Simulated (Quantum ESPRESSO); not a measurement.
## CuO (Tenorite) in Quantum ESPRESSO: the effect of strain

CuO (Tenorite):

```
Cu O
1.0
     2.25086   -1.71340    0.00000
     2.25086    1.71340    0.00000
    -0.82613    0.00000    5.05944
Cu O
2 2
Direct
  0.49680 0.00320 0.50000
  0.00320 0.49680 0.00000
  0.40560 0.57140 0.75370
  0.57140 0.40560 0.25370
```

Alike in all runs:

- Program: Quantum ESPRESSO 7.5
- Task: relaxation of the atoms
- Functional: PBEsol
- Potentials or basis: GBRV 1.5 PBEsol
- Cutoff: 762 eV
- Density cutoff: 6095 eV
- k mesh: 4 × 4 × 2
- Occupations: fermi-dirac, width 0.05 eV
- Spin: no spin polarisation
- Kind of strain: uniaxial_x
- Mixing beta: 0.5
- Most SCF iterations: 120
- SCF threshold: 8e-10 Ry
- Most ionic steps: 40
- Forc conv thr: 0.0004 Ry/bohr
- Etot conv thr: 1e-05 Ry

Each run relaxes the cell or the atoms first.

| strain | pressure (GPa) |
| --- | --- |
| -0.04 | 7.2 |
| -0.02 | ? |
| -0.01 | 1.1 |
| 0 | -0.6 |
| 0.01 | -2.3 |
| 0.02 | -3.9 |
| 0.04 | -6.7 |

Task: What does the run with strain -0.02 give?

Result: Pressure 3.1 GPa.

Worked out: A parabola through the other rows of the pressure, of slope -196 GPa per unit of strain there, gives 3.1 GPa, against the run's 3.1.

Caveats: all runs use coarse meshes; the run has no spin polarisation, though such a crystal can be magnetic.
